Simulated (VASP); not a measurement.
# MgSe (Fm-3m) in VASP: further runs

One crystal, MgSe, is run at these levels: PBEsol; tasks: single point, relaxation of cell and atoms.

Everything below comes from runs of VASP 6.6.1. Logs are shortened: lines on timing, memory, paths and dates and some standing lists are left out, and cuts for length are marked.

### 1 The crystal as given

Symmetry: Fm-3m, No. 225, cubic system. Conventional cell: a = 5.450 Å, b = 5.450 Å, c = 5.450 Å, α = 90.00°, β = 90.00°, γ = 90.00°. Mg (site symmetry m-3m) is surrounded by 6 Se at 2.72 Å. Se (site symmetry m-3m) has 6 Mg at 2.72 Å as nearest neighbours.

### 2 Single point, PBEsol

Input file INCAR:

```
ALGO     = Normal         # electronic algorithm
EDIFF    = 1E-7           # SCF threshold, eV
ENCUT    = 520            # plane-wave cutoff, eV
GGA      = PS             # functional
ISIF     = 2              # what is computed and relaxed
ISMEAR   = -5             # smearing method
LASPH    = True           # aspherical terms in the spheres
LCHARG   = False          # write CHGCAR
LREAL    = False          # projectors in reciprocal space
LWAVE    = False          # write WAVECAR
NBANDS   = 11             # bands
NELM     = 80             # most SCF steps
PREC     = Accurate       # precision mode
SIGMA    = 0.1            # smearing width, eV
```

Input file KPOINTS:

```
k-points
0
Gamma
  8 8 8
```

Input file POSCAR:

```
MgSe
1.0
    0.0000000000      2.7249310490      2.7249310490
    2.7249310490      0.0000000000      2.7249310490
    2.7249310490      2.7249310490      0.0000000000
Mg Se
1 1
Direct
    0.0000000000      0.0000000000      0.0000000000
    0.5000000000      0.5000000000      0.5000000000
```

Potentials or basis: VASP PAW PBE potentials, release 64 (Mg, Se).

The run is started by

```console
$ cat potpaw_PBE.64/Mg/POTCAR potpaw_PBE.64/Se/POTCAR > POTCAR
$ mpirun -np 1 vasp_std > vasp.out
```

OUTCAR:

```text
EDIFF = 1E-7
   ENCUT = 520
   GGA = PS
   ISIF = 2
   ISMEAR = -5
   LASPH = True
   LREAL = False
   NELM = 80
   PREC = Accurate

 ion  position               nearest neighbor table
   1  0.000  0.000  0.000-   2 2.72   2 2.72   2 2.72   2 2.72   2 2.72   2 2.72
   2  0.500  0.500  0.500-   1 2.72   1 2.72   1 2.72   1 2.72   1 2.72   1 2.72

  LATTYP: Found a face centered cubic cell.
 ALAT       =     5.4498620980

  Lattice vectors:

 A1 = (   0.0000000000,   2.7249310490,   2.7249310490)
 A2 = (   2.7249310490,   0.0000000000,   2.7249310490)
 A3 = (   2.7249310490,   2.7249310490,   0.0000000000)

Analysis of symmetry for initial positions (statically):
=====================================================================
 Subroutine PRICEL returns:
 Original cell was already a primitive cell.

 Routine SETGRP: Setting up the symmetry group for a
 face centered cubic supercell.

 Subroutine GETGRP returns: Found 48 space group operations
 (whereof 48 operations were pure point group operations)
 out of a pool of 48 trial point group operations.

The static configuration has the point symmetry O_h .

Analysis of symmetry for dynamics (positions and initial velocities):
=====================================================================
 Subroutine PRICEL returns:
 Original cell was already a primitive cell.

 Routine SETGRP: Setting up the symmetry group for a
 face centered cubic supercell.

 Subroutine GETGRP returns: Found 48 space group operations
 (whereof 48 operations were pure point group operations)
 out of a pool of 48 trial point group operations.

The dynamic configuration has the point symmetry O_h .

 Subroutine INISYM returns: Found 48 space group operations
 (whereof 48 operations are pure point group operations),
 and found     1 'primitive' translations

----------------------------------------------------------------------------------------

                                     Primitive cell

  volume of cell :      40.4666

  direct lattice vectors                    reciprocal lattice vectors
     0.000000000  2.724931049  2.724931049    -0.183490881  0.183490881  0.183490881
     2.724931049  0.000000000  2.724931049     0.183490881 -0.183490881  0.183490881
     2.724931049  2.724931049  0.000000000     0.183490881  0.183490881 -0.183490881

  length of vectors
     3.853634446  3.853634446  3.853634446     0.317815529  0.317815529  0.317815529

  position of ions in fractional coordinates (direct lattice)
     0.000000000  0.000000000  0.000000000
     0.500000000  0.500000000  0.500000000

  ion indices of the primitive-cell ions
   primitive index   ion index
                 1           1
                 2           2

----------------------------------------------------------------------------------------

 KPOINTS: k-points

Automatic generation of k-mesh.
 Grid dimensions read from file:
 generate k-points for:    8    8    8

 Generating k-lattice:

  Cartesian coordinates                     Fractional coordinates (reciprocal lattice)
    -0.022936360  0.022936360  0.022936360     0.125000000  0.000000000  0.000000000
     0.022936360 -0.022936360  0.022936360     0.000000000  0.125000000  0.000000000
     0.022936360  0.022936360 -0.022936360     0.000000000  0.000000000  0.125000000

  Length of vectors
     0.039726941  0.039726941  0.039726941

  Shift w.r.t. Gamma in fractional coordinates (k-lattice)
     0.000000000  0.000000000  0.000000000

 TETIRR: Found     76 inequivalent tetrahedra from     3072

 Subroutine IBZKPT returns following result:
 ===========================================

 Found     29 irreducible k-points:

 Following reciprocal coordinates:
            Coordinates               Weight
  0.000000  0.000000  0.000000      1.000000
  0.125000  0.000000  0.000000      8.000000
  0.250000  0.000000  0.000000      8.000000
  0.375000  0.000000  0.000000      8.000000
  0.500000  0.000000  0.000000      4.000000
  0.125000  0.125000  0.000000      6.000000
[... 16 lines left out ...]
  0.500000  0.250000  0.125000     48.000000
 -0.375000  0.250000  0.125000     24.000000
 [... further k-points ...]
   k-points           NKPTS =     29   k-points in BZ     NKDIM =     29   number of bands    NBANDS=     11
   number of dos      NEDOS =    301   number of ions     NIONS =      2
   total plane-waves  NPLWV =  27000
   dimension x,y,z NGX =    30 NGY =   30 NGZ =   30
   dimension x,y,z NGXF=    60 NGYF=   60 NGZF=   60
   ions per type =               1   1
   NGX,Y,Z   is equivalent  to a cutoff of  12.94, 12.94, 12.94 a.u.
   NGXF,Y,Z  is equivalent  to a cutoff of  25.88, 25.88, 25.88 a.u.
 SYSTEM =  unknown system
   PREC   = accura    normal or accurate (medium, high low for compatibility)
   ISTART =      0    job   : 0-new  1-cont  2-samecut
   ICHARG =      2    charge: 1-file 2-atom 10-const
   ISPIN  =      1    spin polarized calculation?
   LNONCOLLINEAR =      F non collinear calculations
   LSORBIT =      F    spin-orbit coupling
   LASPH  =      T    aspherical Exc in radial PAW
   ENCUT  =  520.0 eV  38.22 Ry    6.18 a.u.   7.17  7.17  7.17*2*pi/ulx,y,z
   NELM   =     80;   NELMIN=  2; NELMDL= -5     # of ELM steps
   EDIFF  = 0.1E-06   stopping-criterion for ELM
   LREAL  =      F    real-space projection
   EDIFFG = 0.1E-05   stopping-criterion for IOM
   NSW    =      0    number of steps for IOM
   IBRION =     -1    ionic relax: 0-MD 1-quasi-New 2-CG
   NFREE  =      0    steps in history (QN), initial steepest desc. (CG)
   ISIF   =      2    stress and relaxation
   ISYM   =      2    0-nonsym 1-usesym 2-fastsym
   POTIM  = 0.5000    time-step for ionic-motion
   TEBEG  =    0.0;   TEEND  =   0.0 temperature during run
   PSTRESS=    0.0 pullay stress
   NELECT =       8.0000    total number of electrons
   NUPDOWN=      -1.0000    fix difference up-down
   EMIN   =  10.00;   EMAX   =-10.00  energy-range for DOS
   EFERMI =   0.00;   METHOD = LEGACY
   ISMEAR =    -5;   SIGMA  =   0.10  broadening in eV -4-tet -1-fermi 0-gaus
   EFERMI_NEDOS =   21; number of points for ismear=-14 and -15
   IALGO  =     38    algorithm
   IMIX   =      4    mixing-type and parameters
     AMIX     =   0.40;   BMIX     =  1.00
     AMIX_MAG =   1.60;   BMIX_MAG =  1.00
  volume/ion in A,a.u.               =      20.23       136.54
  Fermi-wavevector in a.u.,A,eV,Ry     =   0.953687  1.802208 12.374762  0.909519
  Thomas-Fermi vector in A             =   2.082365
   LORBIT       =      0    0 simple, 1 ext, 2 COOP (PROOUT), +10 PAW based schemes
   GGA     = PS    functional components
   LHFCALC =     F    Hartree Fock is set to
   AEXX    =    0.0000 exact exchange contribution
   IVDW    =     0    specifies the selected vdW correction
   LEPSILON=     F    determine dielectric tensor
   LRPA    =     F    only Hartree local field effects (RPA)
 non-spin polarized calculation
 Fermi weights with tetrahedron method with Bloechl corrections
  energy-cutoff  :      520.00
  volume of cell :       40.47
 maximum number of plane-waves:      1106
 NGX is ok and might be reduce to    30
   NGX = 15   NGY = 15   NGZ = 15

 number of electron       8.0000001 magnetization

 Free energy of the ion-electron system (eV)
  ---------------------------------------------------
  ext. energy  EPLUGINS =         0.00000000
  ---------------------------------------------------
  free energy    TOTEN  =        -8.10599634 eV

  energy without entropy =       -8.10599634  energy(sigma->0) =       -8.10599634

 E-fermi :   3.1866     XC(G=0):  -9.6225

 val. band max:        3.1490965653   @ k =   0.0000   0.0000   0.0000
 cond. band min:       4.9120223862   @ k =   0.5000   0.5000   0.0000
 fundamental gap:      1.7629258208
 Fermi energy:         3.1865696445

 k-point     1 :       0.0000    0.0000    0.0000
  band No.  band energies     occupation
      1      -9.8258      2.00000
      2       3.1491      2.00000
      3       3.1491      2.00000
      4       3.1491      2.00000
      5       5.6535      0.00000
      6      10.4813      0.00000
      7      10.4813      0.00000
      8      10.4813      0.00000
      9      13.0914      0.00000
     10      13.0914      0.00000
     11      13.9424      0.00000

 k-point     2 :       0.1250    0.0000    0.0000
  band No.  band energies     occupation
      1      -9.6921      2.00000
      2       1.9079      2.00000
      3       3.0464      2.00000
      4       3.0464      2.00000
      5       6.6310      0.00000
      6      10.1574      0.00000
      7      10.7113      0.00000
      8      10.7113      0.00000
      9      12.0703      0.00000
     10      12.0703      0.00000
     11      13.8510      0.00000

 k-point     3 :       0.2500    0.0000    0.0000
  band No.  band energies     occupation
      1      -9.3333      2.00000
      2       0.0979      2.00000
      3       2.8245      2.00000
      4       2.8245      2.00000
      5       7.1710      0.00000
      6      10.1628      0.00000
      7      10.1628      0.00000
      8      10.8537      0.00000
      9      12.6683      0.00000
     10      12.6683      0.00000
     11      13.0686      0.00000
[... 267 lines left out ...]
 k-point    23 :       0.5000    0.2500    0.1250
  band No.  band energies     occupation
      1      -8.6933      2.00000
      2      -0.9628      2.00000
      3       1.0301      2.00000
      4       2.0938      2.00000
      5       7.8720      0.00000
      6       8.7711      0.00000
      7      10.3026      0.00000
      8      11.4126      0.00000
      9      13.9920      0.00000
     10      15.7606      0.00000
     11      16.5167      0.00000

 k-point    24 :      -0.3750    0.2500    0.1250
  band No.  band energies     occupation
      1      -8.5239      2.00000
      2      -1.3288      2.00000
      3       0.8853      2.00000
      4       1.9161      2.00000
      5       7.8520      0.00000
      6       8.4779      0.00000
      7      10.8569      0.00000
      8      12.1511      0.00000
      9      14.1329      0.00000
     10      14.8500      0.00000
     11      17.1563      0.00000

 [... further k-points ...]

------------------------ aborting loop because EDIFF is reached ----------------------------------------

  FORCE on cell =-STRESS in cart. coord.  units (eV):
  Direction    XX          YY          ZZ          XY          YZ          ZX
  --------------------------------------------------------------------------------------
  -------------------------------------------------------------------------------------
  Total       -0.0144504     -0.0144504     -0.0144504      0.0000000      0.0000000      0.0000000
  in kB       -0.5721271     -0.5721271     -0.5721271      0.0000000      0.0000000      0.0000000
  external PRESSURE =      -0.5721271 kB  Pullay stress =       0.0000000 kB

 VOLUME and BASIS-vectors are now :
 -----------------------------------------------------------------------------
  energy-cutoff  :      520.00
  volume of cell :       40.47
      direct lattice vectors                 reciprocal lattice vectors
     0.000000000  2.724931049  2.724931049    -0.183490881  0.183490881  0.183490881
     2.724931049  0.000000000  2.724931049     0.183490881 -0.183490881  0.183490881
     2.724931049  2.724931049  0.000000000     0.183490881  0.183490881 -0.183490881

 POSITION                                       TOTAL-FORCE (eV/Angst)
 -----------------------------------------------------------------------------------
      0.00000      0.00000      0.00000         0.000000     -0.000000     -0.000000
      2.72493      2.72493      2.72493        -0.000000      0.000000      0.000000
 -----------------------------------------------------------------------------------
    total drift:                               -0.000000     -0.000000      0.000000

  FREE ENERGIE OF THE ION-ELECTRON SYSTEM (eV)
  ---------------------------------------------------
  free  energy   TOTEN  =        -8.1059963391 eV

  energy  without entropy=       -8.1059963391  energy(sigma->0) =       -8.10599634
```

It took 10 s on 1 thread of AMD EPYC 9R14 (Zen 4), shared host; peak memory 0.14 GiB.

Results:

```
Free energy            : -8.1060 eV
Pressure               : -0.1 GPa
Band gap on the k mesh : 1.76 eV, indirect (least direct gap 2.50 eV)
```

Caveat: the PAW data sets were made with another functional, which shifts forces and pressure a little.

### 3 Relaxation of cell and atoms, PBEsol

This run uses another cell than the first one, of 21.87 Å³/atom, 1.081 times its volume.

Input file INCAR:

```
PREC = Accurate ; ENCUT = 600
EDIFF = 1E-6 ; ISMEAR = -5
SIGMA = 0.1 ; LREAL = False
LASPH = True ; NELM = 80
ALGO = Fast ; ISIF = 3
LWAVE = False ; LCHARG = False
GGA = PS ; IBRION = 2
NSW = 100 ; EDIFFG = -0.005
```

Input file KPOINTS:

```
Automatic mesh
0
Gamma
  8 8 8
```

Input file POSCAR:

```
MgSe
1.0
    0.0000000000      2.7963236656      2.7963236656
    2.7963236656      0.0000000000      2.7963236656
    2.7963236656      2.7963236656      0.0000000000
Mg Se
1 1
Direct
    0.0000000000      0.0000000000      0.0000000000
    0.5000000000      0.5000000000      0.5000000000
```

Potentials or basis: VASP PAW PBE potentials, release 64 (Mg, Se).

The run is started by

```console
$ cat potpaw_PBE.64/Mg/POTCAR potpaw_PBE.64/Se/POTCAR > POTCAR
$ mpirun -np 1 vasp_std > vasp.out
```

It took 21 s on 1 thread of AMD EPYC 9R14 (Zen 4), shared host; peak memory 0.17 GiB.

The run converged. Its results:

```
Free energy                            : -8.1063 eV
Relaxed volume                         : 20.21 Å³/atom
Relaxed cell                           : a = 3.852 Å, b = 3.852 Å, c = 3.852 Å, α = 60.00°, β = 60.00°, γ = 60.00°
Space group after relaxing (to 0.05 Å) : Fm-3m (No. 225)
Energy gained by relaxing              : 24.1 meV/atom
Ionic steps                            : 3
Pressure after relaxing                : 0.0 GPa
Band gap on the k mesh                 : 1.76 eV, indirect (least direct gap 2.51 eV)
```

The path:
```csv
step,energy change (eV),largest force (eV/Å),pressure (GPa),volume (Å³)
1,0.0000,0.0000,-4.41,43.73
2,-0.0473,0.0000,0.65,40.03
3,-0.0481,0.0000,-0.01,40.42
```

Final structure:
```cif
data_structure
_symmetry_space_group_name_H-M 'P 1'
_symmetry_Int_Tables_number 1
_cell_length_a 3.8523
_cell_length_b 3.8523
_cell_length_c 3.8523
_cell_angle_alpha 60.000
_cell_angle_beta 60.000
_cell_angle_gamma 60.000
_cell_volume 40.42
loop_
_atom_site_label
_atom_site_type_symbol
_atom_site_fract_x
_atom_site_fract_y
_atom_site_fract_z
_atom_site_occupancy
Mg1 Mg 0.00000 0.00000 0.00000 1
Se1 Se 0.50000 0.50000 0.50000 1
```

Levels at points of the mesh, in eV from the valence-band top:
```tsv
k point	band 2	band 3	band 4	band 5	band 6	band 7
(0.00, 0.00, 0.00)	0.00	0.00	0.00	2.51	7.33	7.33
(0.50, 0.00, 0.00)	-5.00	-0.59	-0.59	3.71	6.04	6.04
(0.50, 0.50, 0.00)	-4.33	-1.81	-1.81	1.76	3.83	11.65
```

Caveat: the PAW data sets were made with another functional, which shifts forces and pressure a little. A k mesh can miss the band edges.
